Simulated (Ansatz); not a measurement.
This SnSe structure is the end of a relaxation. The cell was found from a structure generator's guess, not taken from experiment.

Method: Ansatz 0.2.0, DFT PBE, scalar-relativistic, plane waves, PAW. Cutoff 420 eV, Γ-centred mesh, Gaussian smearing, no spin polarisation.

```xyz
8
Lattice="7.8378 0.0000 0.0000 0.0000 7.8378 0.0000 0.0000 0.0000 7.8378" Properties=species:S:1:pos:R:3 pbc="T T T"
Sn    6.8580    6.8580    6.8580
Sn    4.8986    0.9797    2.9392
Sn    0.9797    2.9392    4.8986
Sn    2.9392    4.8986    0.9797
Se    2.9392    2.9392    2.9392
Se    0.9797    4.8986    6.8580
Se    4.8986    6.8580    0.9797
Se    6.8580    0.9797    4.8986
```

Formation energies are uncorrected and refer to the elements' standard structures at the same level. The references include grey tin.

(1) What space group does it have?

(2) How far does it lie from the elements in energy?

(3) Is it a metal?

(4) From what recipe could a structure generator have reached it?

Answers

(1) P4_132 (No. 213). Conventional cell: a = 7.838 Å. Sn is surrounded by 3 Se at 2.77 Å; Se is surrounded by 3 Sn at 2.77 Å.

(2) +0.073 eV/atom. The separate elements lie lower, so it is unstable against them.

(3) No, the gap on the 6×6×6 mesh is 0.11 eV.

(4) One such recipe: 3-connected net, two elements alternating (P4_132, No. 213). Other recipes can lead to the same cell.

The last run used a 6×6×6 mesh for its 8-atom cell and Gaussian smearing of 0.01 eV. Kohn–Sham gaps at this level usually fall short of measured ones. The reference form of Se is held partly by dispersion forces, which this level lacks. Small gaps are read on the mesh alone, and bands can cross between its points. Symmetry constrained the relaxation, so the result can be a saddle point.
